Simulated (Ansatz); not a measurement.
Runs of Ansatz 0.2.0 on PbSe (Clausthalite). Symmetry: Fm-3m, No. 225, cubic system. The conventional cell has a = 6.121 Å, b = 6.121 Å, c = 6.121 Å, α = 90.00°, β = 90.00°, γ = 90.00°. Pb (site symmetry m-3m) has 6 Se at 3.06 Å as nearest neighbours. Se (site symmetry m-3m) is surrounded by 6 Pb at 3.06 Å. 

```csv
task,level,potentials or basis,cell,k mesh,cutoff (eV),q mesh,points for each segment of the path,atoms under strain,mesh quality,gap on the mesh (eV),pressure (GPa),V0 of scaled cells (Å³/atom),B0 (GPa)
single point,PBE,Ansatz PAW,as given,3 × 3 × 3,420,-,-,-,coarse,-,1.5,-,-
phonons,PBEsol,Ansatz PAW,as given,6 × 6 × 6,420,2 × 2 × 2,8,-,not flagged,0.20,-,-,-
equation of state,PBE,PseudoDojo standard,as given,8 × 8 × 8,1170,-,-,-,not flagged,-,-,29.99,47
elastic constants,r2SCAN,Ansatz PAW,as given,6 × 6 × 6,500,-,-,relaxed,not flagged,(b),1.5,-,-
equation of state,LDA,Ansatz PAW,as given,8 × 8 × 8,420,-,-,-,not flagged,-,-,27.53,57
relaxation of cell and atoms,PBE+D3(BJ),Ansatz PAW,relaxed,8 × 8 × 8,420,-,-,-,not flagged,(a),0.0,-,-
```

Alike in all rows: no spin polarisation; smearing fermi-dirac 0.05 eV.

Problem. Fill in the values left out.

Solution. (a) 0.31; (b) 0.57.

Caveats: some runs use coarse meshes; spin-orbit coupling is left out, which as a rule narrows the gap of such compounds by several tenths of an eV (some runs); the PAW data sets come from PBE, with cores solved anew for the run's functional, which leaves a small shift of forces and pressure (some runs); the gap is small at this level, which inflates the dielectric constant (some runs); the plane-wave basis is chosen anew once the cell has moved, so the energies of steps on either side of that aren't comparable (some runs).

A k mesh can miss the band edges, and the runs leave out spin-orbit coupling on Pb, Se.
